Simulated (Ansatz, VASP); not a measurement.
One calculation of As, two programs

The input INCAR:

```
PREC = Accurate
ENCUT = 520
EDIFF = 1E-6
ISMEAR = 0
SIGMA = 0.02
LREAL = F
LASPH = T
NELM = 100
ALGO = Normal
ISIF = 2
LWAVE = F
LCHARG = T
LDIPOL = T
IDIPOL = 3
DIPOL = 0.5 0.5 0.500
GGA = PE
IVDW = 12
LELF = T
LVHAR = T
LVACPOTAV = T
NBANDS = 12
```

The input KPOINTS:

```
Automatic mesh
0
Gamma
  9 9 1
```

File POSCAR:

```
As
1.0
    3.6930000000      0.0000000000      0.0000000000
   -1.8465000000      3.1982318162      0.0000000000
    0.0000000000      0.0000000000     28.5742413766
As
2
Direct
    0.3333333333      0.6666666667      0.4738050788
    0.6666666667      0.3333333333      0.5261949212
```

Input for Ansatz:

```yaml
crystal:
  lattice:
    - [3.693, 0.0, 0.0]
    - [-1.8465, 3.1982318162, 0.0]
    - [0.0, 0.0, 28.5742413766]
  atoms:
    - { symbol: As, position: [0.3333333333, 0.6666666667, 0.4738050788] }
    - { symbol: As, position: [0.6666666667, 0.3333333333, 0.5261949212] }
  periodic: [true, true, false]
basis:
  ecutwfc: 420
kpoints:
  mp_grid: { grid: [9, 9, 1] }
hamiltonian:
  xc: pbe
  dispersion: d3bj
scf:
  occupations: { method: gaussian, width: 0.02 }
output:
  forces: true
  stress: true
  eigenvalues: true
```

Alike in both runs: task single point; functional PBE; dispersion D3(BJ); k mesh 9 × 9 × 1; occupations gaussian, width 0.02 eV; no spin polarisation.

|  | VASP | Ansatz |
| --- | --- | --- |
| version | VASP 6.6.1 | Ansatz 0.2.0 |
| potentials or method | VASP PAW PBE potentials, release 64 (As) | scalar-relativistic, plane waves, PAW |
| plane-wave cutoff (eV) | 520 | 420 |
| valence electrons in the cell | 10 | 30 |

|  | VASP | Ansatz | Ansatz less VASP |
| --- | --- | --- | --- |
| gap on the k mesh at the Fermi level (eV) | 1.35 | 1.35 | -0.002 |
| least direct gap on the mesh (eV) | 1.60 | 1.61 | +0.010 |
| rms of the force components (eV/Å) | 0.812 | 0.840 | +0.0284 |

Atom by atom the forces differ by 0.028 eV/Å (rms over components). The two sets of potentials don't hold the same shells in valence.
